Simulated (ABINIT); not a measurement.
## TePb in ABINIT: the effect of dispersion

The system is TePb.

```
CELL_PARAMETERS angstrom
0.00000 3.23100 3.23100
3.23100 0.00000 3.23100
3.23100 3.23100 0.00000
ATOMIC_POSITIONS crystal
Pb 0.00000 0.00000 0.00000
Te 0.50000 0.50000 0.50000
```

Alike in all runs:

| Item | Value |
| --- | --- |
| Program | ABINIT 10.8.3 (patched build) |
| Task | equation of state |
| Functional | PBE |
| Potentials or basis | JTH PAW PBE v2.0 |
| Cutoff | 599 eV |
| k mesh | 7 × 7 × 7 |
| Occupations | fermi-dirac, width 0.05 eV |
| Spin | no spin polarisation |

**Question.** One run gave: V0 of scaled cells 34.56 Å³/atom; B0 39 GPa. Which dispersion did it use?
A. D3(BJ)
B. D3
C. none

**Answer.** B.

```tsv
dispersion	V0 of scaled cells (Å³/atom)	B0 (GPa)
D3	34.56	39
none	35.42	39
D3(BJ)	33.83	42
```

Caveats: pressures at fixed basis lie under the slope of the energies.

Not every run made on this cell is shown here.
